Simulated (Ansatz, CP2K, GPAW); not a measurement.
## One calculation of Ba, 3 ways

```
Ba
1.0
     3.91772    0.00000    0.00000
     0.00000    3.91772    0.00000
     0.00000    0.00000    3.91772
Ba
1
Cartesian
  0.0000 0.0000 0.0000
```

This isn't the form of Ba at room conditions, which is bcc.

Alike in all runs: task single point; functional LDA; k mesh 7 × 7 × 7; occupations gaussian, width 0.02 eV; no spin polarisation; no spin-orbit coupling. LDA stands for any of its common fits. Pressure is positive in compression and, in plane waves, holds the error of the finite cutoff.

| program and potentials | plane-wave cutoff (eV) | notes | pressure (GPa) |
| --- | --- | --- | --- |
| Ansatz, all-electron LAPW, scalar-relativistic | - | - | -1.13 |
| GPAW, the program's PAW data sets (release 1.2.1) made for this functional | 600 | - | -1.02 |
| CP2K, GTH_POTENTIALS Ba GTH-PADE-q10; TZVP-MOLOPT-PBE-GTH basis | - | atomic basis | -0.98 |

The pressure spans -1.13 (Ansatz, all-electron LAPW, scalar-relativistic) to -0.98 GPa (CP2K, GTH_POTENTIALS Ba GTH-PADE-q10; TZVP-MOLOPT-PBE-GTH basis), with all-electron results at -1.13. Rows in atomic bases carry the error of their basis and grid, which can be large.

The functional is the same throughout but for its coding, so the spread measures potentials, basis and numerics; runs on potential files found faulty are left out.
